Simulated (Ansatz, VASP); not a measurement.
# As: VASP beside Ansatz

INCAR

```
SYSTEM = As
  ALGO = Normal
  EDIFF = 1E-6
  ENCUT = 520
  GGA = PE
  ISIF = 2
  ISMEAR = -1
  LASPH = .True.
  LCHARG = .False.
  LREAL = .False.
  LWAVE = .False.
  NBANDS = 8
  NELM = 60
  PREC = Accurate
  SIGMA = 0.05
```

Contents of KPOINTS:

```
k-points
0
Gamma
  18 18 18
  0 0 0
```

POSCAR

```
As
1.0
    0.0000000000      1.7996845687      1.7996845687
    1.7996845687      0.0000000000      1.7996845687
    1.7996845687      1.7996845687      0.0000000000
As
1
Direct
    0.0000000000      0.0000000000      0.0000000000
```

Input for Ansatz:

```yaml
crystal:
  lattice:
    - [0.0, 1.7996845687, 1.7996845687]
    - [1.7996845687, 0.0, 1.7996845687]
    - [1.7996845687, 1.7996845687, 0.0]
  atoms:
    - { symbol: As, position: [0.0, 0.0, 0.0] }
kpoints:
  mp_grid: { grid: [18, 18, 18] }
scf:
  occupations: { method: fermi_dirac, width: 0.05 }
hamiltonian:
  xc: pbe
  pseudopotentials: { kind: paw }
output:
  forces: true
  stress: true
  eigenvalues: true
  write_density: true
  write_potential: true
  elf: true
  volumetric_format: npy
```

Change from the starting cell: volume scaled by 0.603, to set the pressure.

Alike in both runs: task single point; functional PBE; k mesh 18 × 18 × 18; occupations fermi-dirac, width 0.05 eV; no spin polarisation.

```csv
,VASP,Ansatz
version,VASP 6.6.1,Ansatz 0.2.0
potentials or method,"VASP PAW PBE potentials, release 64 (As)","PAW with Ansatz's default frozen-core files, scalar-relativistic"
plane-wave cutoff (eV),520,420
valence electrons in the cell,5,15
```

```csv
,VASP,Ansatz,Ansatz less VASP
pressure (GPa),121.5,118.5,-3.04
```

The two sets of potentials don't hold the same shells in valence.

Caveats: the cell as given lies far from equilibrium; so large a pressure means that the cell lies far from this level's equilibrium, or that cutoff or potentials fall short (VASP).
